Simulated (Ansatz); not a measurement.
# Be: reading a single point

```yaml
crystal:
  lattice:
    - [2.10642, 1.39218, 0.00000]
    - [2.10642, -1.39218, 0.00000]
    - [0.00000, 0.00000, -5.67906]
  atoms:
    - { symbol: Be, position: [0.15000, 0.85000, 0.88300] }
    - { symbol: Be, position: [0.35000, 0.65000, 0.38300] }
    - { symbol: Be, position: [0.85000, 0.15000, 0.11700] }
    - { symbol: Be, position: [0.65000, 0.35000, 0.61700] }
```

The numbers come from plane-wave PAW DFT (Ansatz): PBE, no spin polarisation, 420 eV, 12×12×5 Γ-centred k points, fermi-dirac occupations (width 0.1 eV). Nothing was relaxed.

Task: Is the cell too large or too small?

Result: The pressure is 23.3 GPa (compression positive), so with the atoms held at these fractions the cell would first expand; the forces are large, so a full relaxation may end otherwise. The principal stresses -28.1, 21.6, 76.3 GPa differ, so its shape would change too.

Task: Which atom feels the largest force, and which way?

Result: The largest is on Be1 (and as large on other atoms): 6.78 eV/Å, components (0.00, 4.83, 4.75). It makes 167° with the line to a nearest neighbour, Be3 at 1.57 Å, pointing away from it.

Task: What happens at the Fermi level?

Result: It is a metal, with about 0.82 states/eV a cell as the mean within 0.25 eV of the Fermi level.

Origin: a known structure type with other elements, at an estimated volume, so it need not be a known compound. Caveats: atoms or cell far from equilibrium.
